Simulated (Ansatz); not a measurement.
**Calculated quadrupolar parameters for WS2 at a changed volume**

The cell is an entry of the Crystallography Open Database (COD), relaxed with PBE at fixed cell and then changed (volume scaled by 1.06, ions relaxed).

```xyz
3
Lattice="1.6100 0.9295 6.2842 -1.6100 0.9295 6.2842 0.0000 -1.8590 6.2842" Properties=species:S:1:pos:R:3 pbc="T T T"
W     0.0000    0.0000    0.0126
S     0.0000    0.0000    4.7415
S     0.0000    0.0000    7.8527
```

Atom numbers follow the list; atoms alike are taken as one site, whose name carries the number of the first.

All values are calculated (Ansatz; DFT, PBE, plane waves and PAW, scalar-relativistic, collinear spin, 420 eV cutoff, Γ-centred 16×16×16 k-points, Fermi–Dirac smearing 0.02 eV), not measured. Start moments as typed (μB): 2 on each W, none on the rest.

Conventions: |V_zz| ≥ |V_yy| ≥ |V_xx|, η = (V_xx − V_yy)/V_zz, C_Q = eQV_zz/h. Directions are in the Cartesian axes of the cell vectors above, for the atom listed; none is given where the gradient is under 0.02 or η is above 0.95.

(1) Which values are expected at the nuclei?

Results:

(1) 

| site | first atom | first shell | V_zz (10²¹ V/m²) | η | direction of V_zz (x, y, z) |
| --- | --- | --- | --- | --- | --- |
| W | 1 | 6 S at 2.42 Å | -18.28 | 0.00 | 0.00 0.00 1.00 |
| S2 | 2 | 3 W at 2.42 Å; also 7 S at 3.11–3.22 Å | -5.03 | 0.00 | 0.00 0.00 1.00 |
| S3 | 3 | 3 W at 2.42 Å; also 7 S at 3.11–3.22 Å | -4.92 | 0.00 | 0.00 0.00 1.00 |

An axis of threefold or higher order runs through W, S2 and S3, so V_zz lies along it and η is zero.

Without spin–orbit coupling the gradients at and beside W can be off by some per cent, at some sites by more. The start moments die out, and the run ends without spin.
